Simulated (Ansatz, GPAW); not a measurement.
NaI: PBE in single-zeta orbitals, run from Python

These are simulated results from GPAW 26.7.0, not measurements. The cell was built from a prototype and was relaxed with r2SCAN in plane waves (Ansatz 0.2.0). Not every such cell is a known phase. All runs are without spin polarisation.

It is hexagonal, P6_3/mmc (No. 194); a = 5.416 Å, c = 6.459 Å in the conventional setting, 41.03 Å³ an atom. Na has 5 I at 3.13–3.23 Å; I has 5 Na at 3.13–3.23 Å.

The basis is minimal: single zeta, one radial function for each shell that the log's basis lists. It describes the filled bands fairly and the empty ones poorly.

The script, run.py:

```python
import json
from ase import Atoms
from gpaw import GPAW, PW, FermiDirac

atoms = Atoms(['Na', 'Na', 'I', 'I'],
              cell=[[5.416492, -0.0, -0.0], [-2.708246, 4.69082, 0.0], [-0.0, 0.0, 6.459149]],
              scaled_positions=[[0.333333, 0.666667, -0.062552], [0.666667, 0.333333, 0.437448], [0.333333, 0.666667, 0.437552], [0.666667, 0.333333, 0.937552]],
              pbc=True)
calc = GPAW(mode='lcao', basis='sz(dzp)', h=0.2, xc='PBE', kpts={'size': (6, 6, 4), 'gamma': True},
            occupations=FermiDirac(0.02), maxiter=100, legacy_gpaw=True, txt='gpaw.txt')
atoms.calc = calc
res = {'energy': atoms.get_potential_energy(force_consistent=True)}
res['electrons'] = calc.get_number_of_electrons()
res['k'] = calc.get_ibz_k_points().tolist()
res['levels'] = [calc.get_eigenvalues(kpt=i).tolist() for i in range(len(res['k']))]
points = [[0.0, 0.0, 0.0], [0.5, 0.0, 0.0], [0.333333, 0.333333, 0.0], [0.0, 0.0, 0.5], [0.5, 0.0, 0.5], [0.333333, 0.333333, 0.5]]
bands = calc.fixed_density(kpts=points, symmetry='off', txt='bands.txt')
res['points'] = [bands.get_eigenvalues(kpt=i).tolist() for i in range(len(points))]
json.dump(res, open('results.json', 'w'))
print('free energy (eV):', round(res['energy'], 5))
```

Command: `python run.py`. It took 88 s on 1 thread of Arm Neoverse V1, on a shared host, peak memory 0.22 GiB.

The log gpaw.txt, trimmed of paths, versions and times, then the last line on the terminal. An iter line gives the energy in eV and the logarithms of the changes of orbitals (plane waves alone) and density (c: converged):

```
___ ___ ___ _ _ _
 |   |   |_  | | | |

 | | | | | . | | | |

 |__ |  _|___|_____|  26.7.0
 |___|_|

Input parameters:
  basis: sz(dzp)
  h: 0.2
  kpts: {gamma: True,
         size: (6, 6, 4)}
  maxiter: 100
  mode: lcao
  occupations: {fixmagmom: False,
                name: fermi-dirac,
                width: 0.02}
  xc: PBE

System changes: positions, numbers, cell, pbc, initial_charges, initial_magmoms

Initialize ...

species:
  Na:
    name:    Sodium
    Z:       11.0
    valence: 7
    core:    4
    charge:  0.0  # [|e|]
    compensation charges:
      type: gauss
      rc: 0.37  # [Å]
      lmax: 2
    cutoffs:
      filter: 2.17  # [Å]
      core: 2.59  # [Å]
    projectors
    | kind |    occ | energy [eV] | rcut [Å] |

    |------|--------|-------------|----------|

    |   3s |  1.000 |      -2.744 |    1.201 |

    |   2p |  6.000 |     -28.672 |    1.217 |

    |   3p |  0.000 |      -0.743 |    1.217 |

    |    s |        |      24.468 |    1.201 |

    |    d |        |       0.000 |    1.238 |

    LCAO basis set for Na:
      Name: sz(dzp)
      Number of radial functions: 3
      Number of spherical harmonics: 7
        l=0, rc=11.4062 Bohr: 3s-sz confined orbital
        l=1, rc=3.6719 Bohr: 2p-sz confined orbital
        l=1, rc=15.9375 Bohr: 3p-sz confined orbital
      Number of RI-basis functions 0

  I:
    name:    Iodine
    Z:       53.0
    valence: 7
    core:    46
    charge:  0.0  # [|e|]
    compensation charges:
      type: gauss
      rc: 0.37  # [Å]
      lmax: 2
    cutoffs:
      filter: 2.06  # [Å]
      core: 2.90  # [Å]
    projectors
    | kind |    occ | energy [eV] | rcut [Å] |

    |------|--------|-------------|----------|

    |   5s |  2.000 |     -17.382 |    1.164 |

    |   5p |  5.000 |      -7.088 |    1.164 |

    |    s |        |       9.829 |    1.164 |

    |    p |        |      20.123 |    1.164 |

    |    d |        |       0.000 |    1.164 |

    LCAO basis set for I:
      Name: sz(dzp)
      Number of radial functions: 2
      Number of spherical harmonics: 4
        l=0, rc=5.8750 Bohr: 5s-sz confined orbital
        l=1, rc=7.5156 Bohr: 5p-sz confined orbital
      Number of RI-basis functions 0

Reference energy: -395918.812328  # eV

Spin-paired calculation

Convergence criteria:
 Maximum [total energy] change in last 3 cyles: 0.0005 eV / valence electron
 Maximum integral of absolute [dens]ity change: 0.0001 electrons / valence electron
 Maximum integral of absolute [eigenst]ate change: 4e-08 eV^2 / valence electron
 Maximum number of scf [iter]ations: 100
 (Square brackets indicate name in SCF output, whereas a 'c' in
 the SCF output indicates the quantity has converged.)

Symmetries present (total): 1

  ( 1  0  0)
  ( 0  1  0)
  ( 0  0  1)

144 k-points: 6 x 6 x 4 Monkhorst-Pack grid + [1/12,1/12,1/8]
76 k-points in the irreducible part of the Brillouin zone
       k-points in crystal coordinates                weights
   0:     0.00000000    0.00000000    0.00000000          1/144
   1:     0.00000000    0.00000000    0.25000000          2/144
   2:     0.00000000    0.00000000    0.50000000          1/144
   3:     0.00000000    0.16666667   -0.25000000          2/144
   4:     0.00000000    0.16666667    0.00000000          2/144
   5:     0.00000000    0.16666667    0.25000000          2/144
   6:     0.00000000    0.16666667    0.50000000          2/144
   7:     0.00000000    0.33333333   -0.25000000          2/144
   8:     0.00000000    0.33333333    0.00000000          2/144
   9:     0.00000000    0.33333333    0.25000000          2/144
          ...
  75:     0.50000000    0.50000000    0.50000000          1/144

Wave functions: LCAO
  Diagonalizer: Serial LAPACK
  Atomic Correction: dense with blas
  Data-type: complex

Occupation numbers: Fermi-Dirac:
  width: 0.0200  # eV

Eigensolver
   LCAO using direct dense diagonalizer

Densities:
  Coarse grid: 24*24*32 grid
  Fine grid: 48*48*64 grid
  Total Charge: 0.000000

Density mixing:
  Method: separate
  Backend: msr1
  Linear mixing parameter: 0.05
  old densities: 10
  Width of damping distribution: 1.1
  Damping of long wavelength oscillations: 20

Hamiltonian:
  XC and Coulomb potentials evaluated on a 48*48*64 grid
  Using the PBE Exchange-Correlation functional
  Interpolation: tri-quintic (5. degree polynomial)
  Poisson solver: FastPoissonSolver using
    Stencil: 8*3+1=25 point O(h^6) finite-difference Laplacian
    FFT axes: [np.int64(0), np.int64(1), np.int64(2)]
    FST axes: []

XC parameters: PBE with 2 nearest neighbor stencil

Memory estimate:
  Process memory now: 122.75 MiB
  Calculator: 42.59 MiB
    Density: 21.14 MiB
      Arrays: 3.66 MiB
      Localized functions: 14.68 MiB
      Mixer: 2.81 MiB
    Hamiltonian: 3.48 MiB
      Arrays: 2.39 MiB
      XC: 0.00 MiB
      Poisson: 0.00 MiB
      vbar: 1.09 MiB
    Wavefunctions: 17.97 MiB
      C [qnM]: 0.54 MiB
      S, T [2 x qmm]: 1.12 MiB
      P [aqMi]: 0.08 MiB
      BasisFunctions: 16.23 MiB
      Eigensolver: 0.00 MiB

Total number of cores used: 1

Number of atoms: 4
Number of atomic orbitals: 22
Number of bands in calculation: 21
Number of valence electrons: 28
Bands to converge: occupied
Positions:
   0 Na    -0.000003    3.127215   -0.404033    ( 0.0000,  0.0000,  0.0000)
   1 Na     2.708249    1.563605    2.825542    ( 0.0000,  0.0000,  0.0000)
   2 I     -0.000003    3.127215    2.826214    ( 0.0000,  0.0000,  0.0000)
   3 I      2.708249    1.563605    6.055788    ( 0.0000,  0.0000,  0.0000)

Unit cell:
           periodic     x           y           z      points  spacing
  1. axis:    yes    5.416492   -0.000000   -0.000000    24     0.1955
  2. axis:    yes   -2.708246    4.690820    0.000000    24     0.1955
  3. axis:    yes   -0.000000    0.000000    6.459149    32     0.2018

  Lengths:   5.416492   5.416492   6.459149
  Angles:   90.000000  90.000000 119.999998

Effective grid spacing dv^(1/3) = 0.2073

iter:   1    -9.881160        c
iter:   2    -9.882851        c -1.49
iter:   3    -9.903892        c -1.52
iter:   4    -9.904696        c -2.31
iter:   5    -9.904694c       c -3.45
iter:   6    -9.904694c       c -4.37c

Converged after 6 iterations.

Energy contributions relative to reference atoms: (reference = -395918.812328)

Kinetic:        +42.848124
Potential:      -40.280638
External:        +0.000000
XC:             -12.498168
Entropy (-ST):   -0.000000
Local:           +0.025987
SIC:             +0.000000
--------------------------
Free energy:     -9.904694
Extrapolated:    -9.904694

Showing only first 2 kpts
 Kpt  Band  Eigenvalues  Occupancy
  0    12     -0.62804    2.00000
  0    13     -0.30292    2.00000
  0    14      3.19140    0.00000
  0    15      4.80443    0.00000

  1    12     -0.70135    2.00000
  1    13     -0.70090    2.00000
  1    14      3.83228    0.00000
  1    15      5.03941    0.00000

Fermi level: 1.26738

Gap: 3.494 eV
Transition (v -> c):
  (s=0, k=0, n=13, [0.00, 0.00, 0.00]) -> (s=0, k=0, n=14, [0.00, 0.00, 0.00])
No difference between direct/indirect transitions

free energy (eV): -9.90469
```

The gap in the log is over the mesh alone; results.json adds the listed points. PBE in single-zeta orbitals gives a gap of 3.49 eV. On the same cell, plane-wave PBE (Ansatz, 6×6×4 k points and the special points) gives a gap of 3.56 eV and r2SCAN a gap of 4.19 eV; on shared hosts these took about 12 and 24 core-seconds on the 4-atom cell, against 88 for the script. Spin-orbit coupling, left out in all these runs, can cut or reorder the gap by tenths of an eV, up to about 1 eV with Pb or Bi.

Spin-orbit coupling is left out, which matters wherever the heavy atoms make up the band edges.
